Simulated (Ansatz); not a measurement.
This geometry of a periodic cell of 13 atoms, Al (surface Al(111), adsorbate Al) is a first-order saddle point. Atoms 1 to 4 are held.

Level of theory: DFT PBEsol, scalar-relativistic, plane waves, PAW (Ansatz). Settings: cutoff 420 eV, k mesh 3x3x1, gaussian smearing 0.15 eV, no spin polarisation.

```xyz
13
Lattice="5.7276 0.0000 0.0000 2.8638 4.9602 0.0000 0.0000 0.0000 17.6765" Properties=species:S:1:pos:R:3
Al 1.432 0.827 1.000
Al 4.296 0.827 1.000
Al 2.864 3.307 1.000
Al 5.728 3.307 1.000
Al 0.000 1.658 3.329
Al 2.863 1.678 3.322
Al 1.434 4.157 3.328
Al 4.293 4.158 3.329
Al 0.000 -0.055 5.738
Al 2.864 0.089 5.807
Al 1.353 2.484 5.596
Al 4.373 2.485 5.598
Al 2.850 2.835 7.745
```

(1) Which two structures does it join? (They come from a converged band through this point; their orientation in space is the band's.)

(2) How far does it lie above each of them?

Results:

(1) Contacts lost: Al10–Al13. Contacts made: Al9–Al13. The atom that moves furthest is Al13, by 1.67 Å.

Image 0:

```xyz
13
Lattice="5.7276 0.0000 0.0000 2.8638 4.9602 0.0000 0.0000 0.0000 17.6765" Properties=species:S:1:pos:R:3
Al 1.432 0.827 1.000
Al 4.296 0.827 1.000
Al 2.864 3.307 1.000
Al 5.728 3.307 1.000
Al -0.010 1.638 3.328
Al 2.853 1.646 3.332
Al 1.430 4.131 3.330
Al 4.278 4.131 3.328
Al -0.017 -0.011 5.802
Al 2.846 -0.074 5.644
Al 1.360 2.500 5.644
Al 4.329 2.498 5.646
Al 2.840 1.638 7.716
```

Image 4:

```xyz
13
Lattice="5.7276 0.0000 0.0000 2.8638 4.9602 0.0000 0.0000 0.0000 17.6765" Properties=species:S:1:pos:R:3
Al 1.432 0.827 1.000
Al 4.296 0.827 1.000
Al 2.864 3.307 1.000
Al 5.728 3.307 1.000
Al 0.000 1.653 3.348
Al 2.864 1.657 3.319
Al 1.435 4.132 3.319
Al 4.292 4.132 3.319
Al 0.000 0.029 5.643
Al 2.864 0.000 5.796
Al 1.406 2.465 5.643
Al 4.321 2.465 5.643
Al 2.864 3.307 7.754
```

(2) 0.065 eV above the first and 0.011 eV above the second. This is the barrier of this one path; another mechanism may lie lower. Limits of this set-up: coarse k mesh, thin slab, slab without dipole correction.

Run time: 5.1 min on 1 thread of Arm Neoverse V1, with other jobs on the host, peak memory 0.63 GiB.
